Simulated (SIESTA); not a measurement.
AlNi under changes of volume

One of the cells (12.196 Å³/atom); the others are scaled copies at fixed shape and fractional positions:

```
Ni Al
1.0
     2.90008    0.00000    0.00000
     0.00000    2.90008    0.00000
     0.00000    0.00000    2.90008
Ni Al
1 1
Direct
  0.50000 0.50000 0.50000
  0.00000 0.00000 0.00000
```

| Quantity | Value |
| --- | --- |
| Program | SIESTA 5.4.2 |
| Functional | PBEsol |
| Potentials or basis | PseudoDojo 0.4 standard (PBEsol files) |
| Basis | DZP (energy shift 0.003 Ry; two zetas on semicore shells) |
| Grid cutoff | 800 Ry |
| Energy shift | 0.003 Ry |
| k mesh | 9 × 9 × 9 |
| Occupations | fermi-dirac, width 0.05 eV |
| Spin | collinear spin, ferromagnetic start |
| Starting moments | [1.0, 0.0] μB |

```csv
volume (Å³/atom),energy over the lowest point (meV/atom),pressure (GPa)
11.239,7.29,6.5
11.478,0.76,2.3
11.717,0.00,-1.2
12.196,14.29,-7.8
12.435,?,?
12.674,45.29,-12.8
```

What does the run at 12.435 Å³/atom give?

Energy over the lowest point 28.02 meV/atom; pressure -10.3 GPa.

Worked out: A Birch-Murnaghan fit of order 3 (a polynomial in V^(-2/3)) to the other rows has its minimum at 11.62 Å³/atom with B0 = V·E''(V) = 182 GPa and B' = 4.8. It gives 27.92 meV/atom at 12.435 Å³/atom, against the run's 28.02, and -dE/dV = -10.5 GPa, against -10.3.

Energies are extrapolated to zero smearing.

Caveats: short orbitals over semicore shells can move pressures by several GPa; the basis of atomic orbitals isn't converged, which shifts pressures, moduli and gaps.
